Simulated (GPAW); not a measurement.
**GaAs: single point with TB-mBJ**

**What was measured.**

From “Evidence of valence band perturbations in GaAsN/GaAs(001): A combined variable-angle spectroscopic ellipsometry and modulated photoreflectance investigation”, 2008, arxiv:0805.2212, for a bulk crystal of GaAs at 300 K: band gap 1.418 ± 0.005 eV (direct).

The system is GaAs.

```xyz
2
Lattice="0.0000 2.8268 2.8268 2.8268 0.0000 2.8268 2.8268 2.8268 0.0000" Properties=species:S:1:pos:R:3 pbc="T T T"
As    4.2403    4.2403    4.2403
Ga    0.0000    0.0000    0.0000
```

```yaml
Program: GPAW 26.7.0
Task: single point
Functional: TB-mBJ
Potentials_or_basis: GPAW PAW data sets for LDA (gpaw-data 1.2.1)
Cutoff: 600 eV
Basis: pw
k_mesh: 8 × 8 × 8
Occupations: fermi-dirac, width 0.05 eV
Spin: no spin polarisation
```

- Band gap on the k mesh: 1.68 eV, direct

Levels at points of the mesh, in eV from the valence-band top:
```csv
k point,band 2,band 3,band 4,band 5,band 6,band 7
"(0.00, 0.00, 0.00)",0.00,0.00,0.00,1.68,4.24,4.24
"(0.50, 0.50, 0.00)",-6.39,-2.50,-2.50,2.15,2.27,10.97
"(0.50, 0.50, 0.50)",-6.22,-1.05,-1.05,1.84,5.08,5.08
```

Run time: 26 s on 1 thread of Arm Neoverse V2 (shared host), peak memory 0.23 GiB.

A measured gap of GaAs is 1.418 eV (direct; 300 K; “Evidence of valence band perturbations in GaAsN/GaAs(001): A combined variable-angle spectroscopic ellipsometry and modulated photoreflectance investigation”, 2008, arxiv:0805.2212); the calculated 1.68 eV misses it by +0.26 eV. 3 values of this kind are on record (1.412 to 1.51 eV); this one was drawn at random among those near their median, those with a stated uncertainty first. Spin-orbit coupling on As, Ga is left out. The value is that of TB-mBJ on a finite k mesh, which can miss the band edges, without temperature or zero-point motion.

Caveat: a model potential gives levels but no total energy.
